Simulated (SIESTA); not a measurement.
GaP:

```xyz
2
Lattice="0.0000 2.7252 2.7252 2.7252 0.0000 2.7252 2.7252 2.7252 0.0000" Properties=species:S:1:pos:R:3 pbc="T T T"
Ga    0.0000    0.0000    0.0000
P     4.0879    4.0879    4.0879
```

Base run:

```yaml
Program: SIESTA 5.4.2
Functional: OLYP
Potentials_or_basis: PseudoDojo 0.4 standard (PBE files)
Basis: DZP (energy shift 0.002 Ry; radii capped at 9.5 bohr)
Grid_cutoff: 800 Ry
Energy_shift: 0.002 Ry
k_mesh: 8 × 8 × 8
Occupations: fermi-dirac, width 0.05 eV
Spin: no spin polarisation
```

Its results: band gap on the k mesh 1.89 eV, indirect (least direct gap 2.27 eV); pressure 4.6 GPa.

The run is repeated on the same cell with these changes: functional from OLYP to RPBE. What comes out?

Band gap on the k mesh 1.75 eV, indirect (least direct gap 2.13 eV); pressure 5.7 GPa.

Caveats: semicore shells carry a single zeta, which can move pressures by several GPa and volumes by a few percent; the potentials were made for another functional, which shifts forces and pressure; the basis of atomic orbitals isn't converged, which shifts pressures, moduli and gaps.

Not every run made on this cell is shown here.
